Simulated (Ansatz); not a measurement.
Base system: TlBr in the CsCl type structure (space group Pm-3m, No. 221).

```
CELL_PARAMETERS angstrom
      3.91453     0.00000     0.00000
      0.00000     3.91453     0.00000
      0.00000     0.00000     3.91453
ATOMIC_POSITIONS crystal
  Tl 0.00000 0.00000 0.00000
  Br 0.50000 0.50000 0.50000
```

Cartesian axes are those of the cell as printed.

Method: Ansatz (a program for electronic structure), PBEsol, PAW, cutoff 420 eV, without spin-orbit coupling.

Now apply this change: an isotropic linear strain of −3.00 %, atoms relaxed at fixed cell.

### Question
Predict the stress tensor and what it implies for the stiffness.

### Answer
Stress of the strained cell less that of the base (GPa, compression positive):
```
   3.12    0.00    0.00
   0.00    3.12    0.00
   0.00    0.00    3.12
```

Then B = −ΔP/(ΔV/V₀) with ΔV/V₀ = -0.0873 gives secant stiffness values (nonlinear terms included at this strain): B ≈ 36 GPa.

As a check, the harmonic strain energy −½ V₀ Δσ:ε is 26 meV/atom; the computed energy rise is 23 meV/atom.

Stability against distortions was not tested.
